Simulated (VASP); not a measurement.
Runs of VASP 6.6.1 on ZnCu. The structure is cubic, space group F-43m (No. 216). The conventional cell has a = 5.551 Å, b = 5.551 Å, c = 5.551 Å, α = 90.00°, β = 90.00°, γ = 90.00°. Zn (site symmetry -43m) has 4 Cu at 2.40 Å as nearest neighbours. Cu (site symmetry -43m) has 4 Zn at 2.40 Å as nearest neighbours. The cell was built by a generator and needn't be a form met in nature.

```csv
task,level,potentials or basis,cell,k mesh,cutoff (eV),smearing,other keys,gap on the mesh (eV),pressure (GPa),relaxed volume (Å³/atom)
relaxation of cell and atoms,PBEsol,"VASP PAW PBE potentials, release 64 (Zn, Cu)",relaxed,8 × 8 × 8,600,methfessel-paxton 0.1 eV,-,none,0.1,(a)
relaxation of cell and atoms,PBE,"VASP PAW PBE potentials, release 64 (Zn, Cu)",relaxed,8 × 8 × 8,600,methfessel-paxton 0.1 eV,-,none,0.1,21.56
single point,PBE,"VASP PAW PBE potentials, release 64 (Zn, Cu)",as given,8 × 8 × 8,520,fermi-dirac 0.05 eV,-,none,0.4,-
electron localisation function,AM05,"VASP PAW PBE potentials, release 64 (Zn, Cu_pv)","atoms moved at random, drawn with an rms of 0.15 Å",10 × 10 × 10,520,gaussian 0.05 eV,k = 10 × 10 × 10; NBANDS = 38,none,-1.4,-
```

Alike in all rows: no spin polarisation.

Q: Estimate the missing entries.

A: (a) 20.08.

Caveats: the PAW data sets were made with another functional, which shifts forces and pressure a little (some runs).

A gap of «none» marks a metal or a gap under the smearing width.

The runs don't all hold the same shells in valence.
